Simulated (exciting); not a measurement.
Runs of exciting (release sodium) on CdSe. The structure is cubic, space group F-43m (No. 216). The conventional cell has a = 6.141 Å, b = 6.141 Å, c = 6.141 Å, α = 90.00°, β = 90.00°, γ = 90.00°. Cd (site symmetry -43m) is surrounded by 4 Se at 2.66 Å. Around Se (site symmetry -43m) lie 4 Cd at 2.66 Å. Measurements of this composition are mostly on another form, of space group No. 186.

```csv
task,level,spin,cell,k mesh,smearing,nempty,epsengy,maxscl,DOS window about the Fermi level (Ha),reducebf,rgkmax,other keys,mesh quality,gap on the mesh (eV),moment (μB)
real-space fields,PBEsol,"SOC, no magnetisation",as given,4 × 4 × 4,gaussian 0.01 eV,20,1e-05 Ha,60,-,-,8,-,coarse,0.28,-
density of states,LDA,"collinear, ferromagnetic start",as given,4 × 4 × 4,gaussian 0.1 eV,20,1e-07 Ha,90,"[-0.6, 0.5] Ha",0.5,8,epsengy = 1e-07; deband = 0.005,coarse,(b),0.00
density of states,Xalpha,off,as given,7 × 7 × 7,gaussian 0.05 eV,10,1e-05 Ha,60,"[-0.8, 0.6] Ha",-,8,-,not flagged,0.15,-
density of states,PBE,"collinear, ferromagnetic start",volume scaled by 1.04,4 × 4 × 4,gaussian 0.05 eV,20,1e-05 Ha,90,"[-0.3, 0.3] Ha",0.5,8,-,coarse,0.45,0.00
single point,PBEsol+TS,"collinear, ferromagnetic start",volume scaled by 0.8,4 × 4 × 4,methfessel-paxton 0.05 eV,20,1e-05 Ha,90,-,0.5,9,-,coarse,(a),0.00
single point,AM05,"SOC, no magnetisation",as given,4 × 4 × 4,fermi-dirac 0.1 eV,20,1e-05 Ha,60,-,-,9,-,coarse,0.39,-
```

Alike in all rows: potentials or basis all-electron LAPW+lo, shipped species files, valence relativity iora*.

Problem. Estimate the missing entries.

Solution. (a) 0.82; (b) 0.25.

Caveats: some runs use coarse meshes; the tetrahedron DOS on this energy grid can lose part of the weight of narrow d or f bands (some runs).

A k mesh can miss the band edges, and rows without SOC leave out spin-orbit coupling on Cd, Se.
